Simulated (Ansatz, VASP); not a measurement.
Hf: VASP beside Ansatz

```xyz
1
Lattice="-1.7531 1.7531 1.7531 1.7531 -1.7531 1.7531 1.7531 1.7531 -1.7531" Properties=species:S:1:pos:R:3 pbc="T T T"
Hf    0.0000    0.0000    0.0000
```

This isn't the form of Hf at room conditions, which is hcp.

Alike in both runs: task relaxation of cell and atoms; functional PBE; dispersion D3(BJ); k mesh 16 × 16 × 16; occupations gaussian, width 0.1 eV; no spin polarisation.

|  | VASP | Ansatz |
| --- | --- | --- |
| version | VASP 6.6.1 | Ansatz 0.2.0 |
| potentials or method | VASP PAW PBE potentials, release 64 (Hf_pv) | scalar-relativistic, plane waves, PAW |
| plane-wave cutoff (eV) | 600 | 420 |
| valence electrons in the cell | 10 | 26 |

```tsv
	VASP	Ansatz	Ansatz less VASP
gap on the k mesh at the Fermi level, each at its own relaxed structure (eV)	none	none	-
relaxed volume (Å³/atom)	21.46	21.52	+0.064
relaxed cell length with the largest relative difference (Å)	3.032	3.035	+0.0030
```

A gap of «none» marks a metal or a gap that the smearing closes. The two sets of potentials don't hold the same shells in valence.

Caveats: pairwise dispersion overbinds metals, which lowers pressure and volume. Spin-orbit coupling is left out, which matters for the levels of Hf.
